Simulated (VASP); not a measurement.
# Hg (C2/m) in VASP: further runs

Runs on Hg. Level: r2SCAN. Tasks: single point.

All numbers are computed with VASP 6.6.1; they aren't measurements. Logs are shortened: lines on timing, memory, paths and dates and some standing lists are left out, and cuts for length are marked.

## 1. The structure

The structure is monoclinic, space group C2/m (No. 12). The conventional cell has a = 4.249 Å, b = 5.345 Å, c = 3.583 Å, α = 90.00°, β = 126.18°, γ = 90.00°. Hg (site symmetry 2/m) has 8 Hg at 3.41 to 3.59 Å as nearest neighbours.

## 2. Single point, r2SCAN

File INCAR:

```
SYSTEM = Hg
PREC = Accurate
ENCUT = 460
EDIFF = 1E-6
ISMEAR = 0
SIGMA = 0.05
LREAL = .FALSE.
LASPH = .TRUE.
NELM = 100
ALGO = Normal
ISIF = 2
LWAVE = .FALSE.
LCHARG = .FALSE.
METAGGA = R2SCAN
LMIXTAU = .TRUE.
NBANDS = 12
ADDGRID = .FALSE.
```

File KPOINTS:

```
Automatic mesh
0
G
  10 10 10
  0 0 0
```

File POSCAR:

```
Hg
1.0
    2.1243184923     -2.6725824964      0.0000000000
    2.1243184923      2.6725824964      0.0000000000
   -2.1151288124      0.0000000000      2.8921990043
Hg
1
Direct
    0.0000000000      0.0000000000      0.0000000000
```

Potentials or basis: VASP PAW PBE potentials, release 64 (Hg).

Launch:

```
cat potpaw_PBE.64/Hg/POTCAR > POTCAR
mpirun -np 1 vasp_std > vasp.out
```

OUTCAR:

```text
SYSTEM = Hg
   PREC = Accurate
   ENCUT = 460
   EDIFF = 1E-6
   ISMEAR = 0
   LREAL = .FALSE.
   LASPH = .TRUE.
   NELM = 100
   ISIF = 2
   METAGGA = R2SCAN

 Found    282 irreducible k-points:

 Following reciprocal coordinates:
            Coordinates               Weight
  0.000000  0.000000  0.000000      1.000000
  0.100000  0.000000  0.000000      4.000000
  0.200000  0.000000  0.000000      4.000000
  0.300000  0.000000  0.000000      4.000000
  0.400000  0.000000  0.000000      4.000000
  0.500000 -0.000000  0.000000      2.000000
   k-points           NKPTS =    282   k-points in BZ     NKDIM =    282   number of bands    NBANDS=     12
   number of dos      NEDOS =    301   number of ions     NIONS =      1
   total plane-waves  NPLWV =  16128
   dimension x,y,z NGX =    24 NGY =   24 NGZ =   28
   dimension x,y,z NGXF=    48 NGYF=   48 NGZF=   56
   ions per type =               1
   NGX,Y,Z   is equivalent  to a cutoff of  11.69, 11.69, 12.99 a.u.
   NGXF,Y,Z  is equivalent  to a cutoff of  23.37, 23.37, 25.98 a.u.
 SYSTEM =  Hg
   PREC   = accura    normal or accurate (medium, high low for compatibility)
   ISTART =      0    job   : 0-new  1-cont  2-samecut
   ICHARG =      2    charge: 1-file 2-atom 10-const
   ISPIN  =      1    spin polarized calculation?
   LNONCOLLINEAR =      F non collinear calculations
   LSORBIT =      F    spin-orbit coupling
   LASPH  =      T    aspherical Exc in radial PAW
   ENCUT  =  460.0 eV  33.81 Ry    5.81 a.u.   5.97  5.97  6.27*2*pi/ulx,y,z
   NELM   =    100;   NELMIN=  2; NELMDL= -5     # of ELM steps
   EDIFF  = 0.1E-05   stopping-criterion for ELM
   LREAL  =      F    real-space projection
   EDIFFG = 0.1E-04   stopping-criterion for IOM
   NSW    =      0    number of steps for IOM
   IBRION =     -1    ionic relax: 0-MD 1-quasi-New 2-CG
   NFREE  =      0    steps in history (QN), initial steepest desc. (CG)
   ISIF   =      2    stress and relaxation
   ISYM   =      2    0-nonsym 1-usesym 2-fastsym
   POTIM  = 0.5000    time-step for ionic-motion
   TEBEG  =    0.0;   TEEND  =   0.0 temperature during run
   PSTRESS=    0.0 pullay stress
   NELECT =      12.0000    total number of electrons
   NUPDOWN=      -1.0000    fix difference up-down
   EMIN   =  10.00;   EMAX   =-10.00  energy-range for DOS
   EFERMI =   0.00;   METHOD = LEGACY
   ISMEAR =     0;   SIGMA  =   0.05  broadening in eV -4-tet -1-fermi 0-gaus
   EFERMI_NEDOS =   21; number of points for ismear=-14 and -15
   IALGO  =     38    algorithm
   IMIX   =      4    mixing-type and parameters
     AMIX     =   0.40;   BMIX     =  1.00
     AMIX_MAG =   1.60;   BMIX_MAG =  1.00
  volume/ion in A,a.u.               =      32.84       221.62
  Fermi-wavevector in a.u.,A,eV,Ry     =   1.170395  2.211725 18.637577  1.369823
  Thomas-Fermi vector in A             =   2.306854
   LORBIT       =      0    0 simple, 1 ext, 2 COOP (PROOUT), +10 PAW based schemes
   METAGGA = R2SCAN    functional components
   LHFCALC =     F    Hartree Fock is set to
   AEXX    =    0.0000 exact exchange contribution
   IVDW    =     0    specifies the selected vdW correction
   LEPSILON=     F    determine dielectric tensor
   LRPA    =     F    only Hartree local field effects (RPA)
 non-spin polarized calculation
 Gauss-broadening in eV      SIGMA  =   0.05
  energy-cutoff  :      460.00
  volume of cell :       32.84
 maximum number of plane-waves:       762
   NGX = 11   NGY = 11   NGZ = 13

 number of electron      12.0000003 magnetization

 Free energy of the ion-electron system (eV)
  ---------------------------------------------------
  ext. energy  EPLUGINS =         0.00000000
  ---------------------------------------------------
  free energy    TOTEN  =       -49.32396503 eV

  energy without entropy =      -49.32357080  energy(sigma->0) =      -49.32376791

 E-fermi :   0.6077     XC(G=0):  -9.5752

 val. band max:        0.5926244942   @ k =   0.5000   0.4000   0.5000
 cond. band min:       0.6236287042   @ k =  -0.1000   0.5000   0.1000
 fundamental gap:      0.0310042100
 Fermi energy:         0.6076799503

 k-point     1 :       0.0000    0.0000    0.0000
  band No.  band energies     occupation
      1      -6.4822      2.00000
      2      -6.3179      2.00000
      3      -6.0978      2.00000
      4      -6.0752      2.00000
      5      -5.7624      2.00000
      6      -5.6410      2.00000
      7      12.5982      0.00000
      8      12.8098      0.00000
      9      13.2469      0.00000
     10      14.6327      0.00000
     11      14.8779      0.00000
     12      17.0411      0.00000

 k-point     2 :       0.1000    0.0000    0.0000
  band No.  band energies     occupation
      1      -6.3503      2.00000
      2      -6.2282      2.00000
      3      -6.1081      2.00000
      4      -6.0193      2.00000
      5      -5.7724      2.00000
      6      -5.6550      2.00000
      7      10.8682      0.00000
      8      12.1015      0.00000
      9      12.8359      0.00000
     10      14.1964      0.00000
     11      14.7389      0.00000
     12      16.4196      0.00000

 k-point     3 :       0.2000    0.0000    0.0000
  band No.  band energies     occupation
      1      -6.3422      2.00000
      2      -6.1741      2.00000
      3      -5.9043      2.00000
      4      -5.8013      2.00000
      5      -5.6806      2.00000
      6      -5.5014      2.00000
      7       7.7071      0.00000
      8      10.8557      0.00000
      9      12.1413      0.00000
     10      13.5966      0.00000
     11      15.0806      0.00000
     12      15.6540      0.00000

 k-point     4 :       0.3000    0.0000    0.0000
  band No.  band energies     occupation
      1      -6.3928      2.00000
      2      -6.2619      2.00000
      3      -5.8022      2.00000
      4      -5.7011      2.00000
      5      -5.6573      2.00000
      6      -4.3920      2.00000
      7       4.6600      0.00000
      8       9.6722      0.00000
      9      11.3726      0.00000
     10      13.1316      0.00000
     11      15.0834      0.00000
     12      15.9411      0.00000

 k-point     5 :       0.4000    0.0000    0.0000
  band No.  band energies     occupation
      1      -6.4608      2.00000
      2      -6.3267      2.00000
      3      -5.8085      2.00000
      4      -5.6745      2.00000
      5      -5.4686      2.00000
      6      -2.8909      2.00000
      7       1.9757      0.00000
      8       8.8514      0.00000
      9      10.8188      0.00000
     10      12.8692      0.00000
     11      14.8237      0.00000
     12      16.7694      0.00000

 k-point     6 :       0.5000   -0.0000    0.0000
  band No.  band energies     occupation
      1      -6.4921      2.00000
      2      -6.3487      2.00000
      3      -5.8122      2.00000
      4      -5.6635      2.00000
      5      -5.3897      2.00000
      6      -1.6422      2.00000
      7       0.3296      2.00000
      8       8.5578      0.00000
      9      10.6210      0.00000
     10      12.7869      0.00000
     11      14.7421      0.00000
     12      17.1421      0.00000

 [... further k-points ...]

------------------------ aborting loop because EDIFF is reached ----------------------------------------

  FORCE on cell =-STRESS in cart. coord.  units (eV):
  Direction    XX          YY          ZZ          XY          YZ          ZX
  --------------------------------------------------------------------------------------
  -------------------------------------------------------------------------------------
  Total       -0.3183077     -0.2495189     -0.3948924      0.0000000      0.0000000     -0.0002505
  in kB      -15.5291909    -12.1732098    -19.2655087      0.0000000      0.0000000     -0.0122211
  external PRESSURE =     -15.6559698 kB  Pullay stress =       0.0000000 kB

 VOLUME and BASIS-vectors are now :
 -----------------------------------------------------------------------------
  energy-cutoff  :      460.00
  volume of cell :       32.84
      direct lattice vectors                 reciprocal lattice vectors
     2.124318492 -2.672582496  0.000000000     0.235369603 -0.187084964  0.172130973
     2.124318492  2.672582496  0.000000000     0.235369603  0.187084964  0.172130973
    -2.115128812  0.000000000  2.892199004     0.000000000  0.000000000  0.345757674

 POSITION                                       TOTAL-FORCE (eV/Angst)
 -----------------------------------------------------------------------------------
      0.00000      0.00000      0.00000         0.000000      0.000000      0.000000
 -----------------------------------------------------------------------------------
    total drift:                                0.000000      0.000000     -0.000000

  FREE ENERGIE OF THE ION-ELECTRON SYSTEM (eV)
  ---------------------------------------------------
  free  energy   TOTEN  =       -49.3239650326 eV

  energy  without entropy=      -49.3235707967  energy(sigma->0) =      -49.32376791
```

stdout:

```text
POSCAR found type information on POSCAR Hg
 POSCAR found :  1 types and       1 ions
 scaLAPACK will be used
 -----------------------------------------------------------------------------
|                                                                             |
|                                                                             |
|     You enforced a specific xc type in the INCAR file but a different       |
|     I HOPE YOU KNOW WHAT YOU ARE DOING!                                     |
|                                                                             |
 -----------------------------------------------------------------------------

 LDA part: xc-table for (None), standard interpolation
 POSCAR, INCAR and KPOINTS ok, starting setup
 FFT: planning ... GRIDC
 FFT: planning ... GRID_SOFT
 FFT: planning ... GRID
 WAVECAR not read
 entering main loop
```

It took 4.3 min on 1 thread of Intel Xeon Platinum 8259CL at 2.50GHz (Skylake/Cascade Lake), shared host; peak memory 0.22 GiB.

The run converged, but some of its settings lie outside the range that counts as converged, so its numbers aren't taken as properties of the crystal.

Results:

```
Free energy            : -49.3240 eV
Pressure               : -1.6 GPa
Band gap on the k mesh : none (metal or under the smearing width)
```

Caveat: the PAW data sets were made with another functional, which shifts forces and pressure a little.

## 3. Single point, r2SCAN

INCAR, as its differences from that of step 2:

```diff
@@ -5,3 +5,3 @@
 ISMEAR = 0
-SIGMA = 0.05
+SIGMA = 0.02
 LREAL = .FALSE.
```

KPOINTS is that of step 2.

POSCAR is that of step 2.

Potentials or basis: VASP PAW PBE potentials, release 64 (Hg).

Launch:

```
cat potpaw_PBE.64/Hg/POTCAR > POTCAR
mpirun -np 1 vasp_std > vasp.out
```

OUTCAR:

```text
SYSTEM = Hg
   PREC = Accurate
   ENCUT = 460
   EDIFF = 1E-6
   ISMEAR = 0
   LREAL = .FALSE.
   LASPH = .TRUE.
   NELM = 100
   ISIF = 2
   METAGGA = R2SCAN

 Found    282 irreducible k-points:

 Following reciprocal coordinates:
            Coordinates               Weight
  0.000000  0.000000  0.000000      1.000000
  0.100000  0.000000  0.000000      4.000000
  0.200000  0.000000  0.000000      4.000000
  0.300000  0.000000  0.000000      4.000000
  0.400000  0.000000  0.000000      4.000000
  0.500000 -0.000000  0.000000      2.000000
   k-points           NKPTS =    282   k-points in BZ     NKDIM =    282   number of bands    NBANDS=     12
   number of dos      NEDOS =    301   number of ions     NIONS =      1
   total plane-waves  NPLWV =  16128
   dimension x,y,z NGX =    24 NGY =   24 NGZ =   28
   dimension x,y,z NGXF=    48 NGYF=   48 NGZF=   56
   ions per type =               1
   NGX,Y,Z   is equivalent  to a cutoff of  11.69, 11.69, 12.99 a.u.
   NGXF,Y,Z  is equivalent  to a cutoff of  23.37, 23.37, 25.98 a.u.
 SYSTEM =  Hg
   PREC   = accura    normal or accurate (medium, high low for compatibility)
   ISTART =      0    job   : 0-new  1-cont  2-samecut
   ICHARG =      2    charge: 1-file 2-atom 10-const
   ISPIN  =      1    spin polarized calculation?
   LNONCOLLINEAR =      F non collinear calculations
   LSORBIT =      F    spin-orbit coupling
   LASPH  =      T    aspherical Exc in radial PAW
   ENCUT  =  460.0 eV  33.81 Ry    5.81 a.u.   5.97  5.97  6.27*2*pi/ulx,y,z
   NELM   =    100;   NELMIN=  2; NELMDL= -5     # of ELM steps
   EDIFF  = 0.1E-05   stopping-criterion for ELM
   LREAL  =      F    real-space projection
   EDIFFG = 0.1E-04   stopping-criterion for IOM
   NSW    =      0    number of steps for IOM
   IBRION =     -1    ionic relax: 0-MD 1-quasi-New 2-CG
   NFREE  =      0    steps in history (QN), initial steepest desc. (CG)
   ISIF   =      2    stress and relaxation
   ISYM   =      2    0-nonsym 1-usesym 2-fastsym
   POTIM  = 0.5000    time-step for ionic-motion
   TEBEG  =    0.0;   TEEND  =   0.0 temperature during run
   PSTRESS=    0.0 pullay stress
   NELECT =      12.0000    total number of electrons
   NUPDOWN=      -1.0000    fix difference up-down
   EMIN   =  10.00;   EMAX   =-10.00  energy-range for DOS
   EFERMI =   0.00;   METHOD = LEGACY
   ISMEAR =     0;   SIGMA  =   0.02  broadening in eV -4-tet -1-fermi 0-gaus
   EFERMI_NEDOS =   21; number of points for ismear=-14 and -15
   IALGO  =     38    algorithm
   IMIX   =      4    mixing-type and parameters
     AMIX     =   0.40;   BMIX     =  1.00
     AMIX_MAG =   1.60;   BMIX_MAG =  1.00
  volume/ion in A,a.u.               =      32.84       221.62
  Fermi-wavevector in a.u.,A,eV,Ry     =   1.170395  2.211725 18.637577  1.369823
  Thomas-Fermi vector in A             =   2.306854
   LORBIT       =      0    0 simple, 1 ext, 2 COOP (PROOUT), +10 PAW based schemes
   METAGGA = R2SCAN    functional components
   LHFCALC =     F    Hartree Fock is set to
   AEXX    =    0.0000 exact exchange contribution
   IVDW    =     0    specifies the selected vdW correction
   LEPSILON=     F    determine dielectric tensor
   LRPA    =     F    only Hartree local field effects (RPA)
 non-spin polarized calculation
 Gauss-broadening in eV      SIGMA  =   0.02
  energy-cutoff  :      460.00
  volume of cell :       32.84
 maximum number of plane-waves:       762
   NGX = 11   NGY = 11   NGZ = 13

 number of electron      12.0000003 magnetization

 Free energy of the ion-electron system (eV)
  ---------------------------------------------------
  ext. energy  EPLUGINS =         0.00000000
  ---------------------------------------------------
  free energy    TOTEN  =       -49.32378213 eV

  energy without entropy =      -49.32371647  energy(sigma->0) =      -49.32374930

 E-fermi :   0.6092     XC(G=0):  -9.5740

 val. band max:        0.5933443567   @ k =   0.5000   0.4000   0.5000
 cond. band min:       0.6248171991   @ k =  -0.1000   0.5000   0.1000
 fundamental gap:      0.0314728424
 Fermi energy:         0.6091766538

 k-point     1 :       0.0000    0.0000    0.0000
  band No.  band energies     occupation
      1      -6.4811      2.00000
      2      -6.3155      2.00000
      3      -6.0954      2.00000
      4      -6.0727      2.00000
      5      -5.7599      2.00000
      6      -5.6384      2.00000
      7      12.5986      0.00000
      8      12.8105      0.00000
      9      13.2474      0.00000
     10      14.6336      0.00000
     11      14.8785      0.00000
     12      17.0417      0.00000

 k-point     2 :       0.1000    0.0000    0.0000
  band No.  band energies     occupation
      1      -6.3484      2.00000
      2      -6.2263      2.00000
      3      -6.1056      2.00000
      4      -6.0170      2.00000
      5      -5.7699      2.00000
      6      -5.6525      2.00000
      7      10.8689      0.00000
      8      12.1021      0.00000
      9      12.8366      0.00000
     10      14.1973      0.00000
     11      14.7396      0.00000
     12      16.4203      0.00000

 k-point     3 :       0.2000    0.0000    0.0000
  band No.  band energies     occupation
      1      -6.3399      2.00000
      2      -6.1717      2.00000
      3      -5.9018      2.00000
      4      -5.7988      2.00000
      5      -5.6781      2.00000
      6      -5.5001      2.00000
      7       7.7080      0.00000
      8      10.8565      0.00000
      9      12.1419      0.00000
     10      13.5976      0.00000
     11      15.0814      0.00000
     12      15.6551      0.00000

 k-point     4 :       0.3000    0.0000    0.0000
  band No.  band energies     occupation
      1      -6.3905      2.00000
      2      -6.2595      2.00000
      3      -5.7997      2.00000
      4      -5.6986      2.00000
      5      -5.6547      2.00000
      6      -4.3908      2.00000
      7       4.6610      0.00000
      8       9.6730      0.00000
      9      11.3732      0.00000
     10      13.1328      0.00000
     11      15.0847      0.00000
     12      15.9418      0.00000

 k-point     5 :       0.4000    0.0000    0.0000
  band No.  band energies     occupation
      1      -6.4585      2.00000
      2      -6.3243      2.00000
      3      -5.8059      2.00000
      4      -5.6720      2.00000
      5      -5.4660      2.00000
      6      -2.8898      2.00000
      7       1.9768      0.00000
      8       8.8522      0.00000
      9      10.8195      0.00000
     10      12.8705      0.00000
     11      14.8252      0.00000
     12      16.7700      0.00000

 k-point     6 :       0.5000   -0.0000    0.0000
  band No.  band energies     occupation
      1      -6.4898      2.00000
      2      -6.3462      2.00000
      3      -5.8097      2.00000
      4      -5.6609      2.00000
      5      -5.3871      2.00000
      6      -1.6412      2.00000
      7       0.3308      2.00000
      8       8.5586      0.00000
      9      10.6216      0.00000
     10      12.7882      0.00000
     11      14.7436      0.00000
     12      17.1425      0.00000

 [... further k-points ...]

------------------------ aborting loop because EDIFF is reached ----------------------------------------

  FORCE on cell =-STRESS in cart. coord.  units (eV):
  Direction    XX          YY          ZZ          XY          YZ          ZX
  --------------------------------------------------------------------------------------
  -------------------------------------------------------------------------------------
  Total       -0.2874399     -0.2324350     -0.3817581      0.0000000      0.0000000     -0.0004865
  in kB      -14.0232520    -11.3397446    -18.6247284      0.0000000      0.0000000     -0.0237364
  external PRESSURE =     -14.6625750 kB  Pullay stress =       0.0000000 kB

 VOLUME and BASIS-vectors are now :
 -----------------------------------------------------------------------------
  energy-cutoff  :      460.00
  volume of cell :       32.84
      direct lattice vectors                 reciprocal lattice vectors
     2.124318492 -2.672582496  0.000000000     0.235369603 -0.187084964  0.172130973
     2.124318492  2.672582496  0.000000000     0.235369603  0.187084964  0.172130973
    -2.115128812  0.000000000  2.892199004     0.000000000  0.000000000  0.345757674

 POSITION                                       TOTAL-FORCE (eV/Angst)
 -----------------------------------------------------------------------------------
      0.00000      0.00000      0.00000        -0.000000      0.000000      0.000000
 -----------------------------------------------------------------------------------
    total drift:                                0.000000     -0.000000     -0.000000

  FREE ENERGIE OF THE ION-ELECTRON SYSTEM (eV)
  ---------------------------------------------------
  free  energy   TOTEN  =       -49.3237821350 eV

  energy  without entropy=      -49.3237164685  energy(sigma->0) =      -49.32374930
```

Wall time 4.1 min (1 thread of Intel Xeon Platinum 8259CL at 2.50GHz (Skylake/Cascade Lake), shared host); peak memory 0.22 GiB.

The run converged, but some of its settings lie outside the range that counts as converged, so its numbers aren't taken as properties of the crystal.

Results:

| Item | Value |
| --- | --- |
| Free energy | -49.3238 eV |
| Pressure | -1.5 GPa |
| Band gap on the k mesh | none (metal or under the smearing width) |

Caveat: the PAW data sets were made with another functional, which shifts forces and pressure a little.

[end of part 1 of 2]
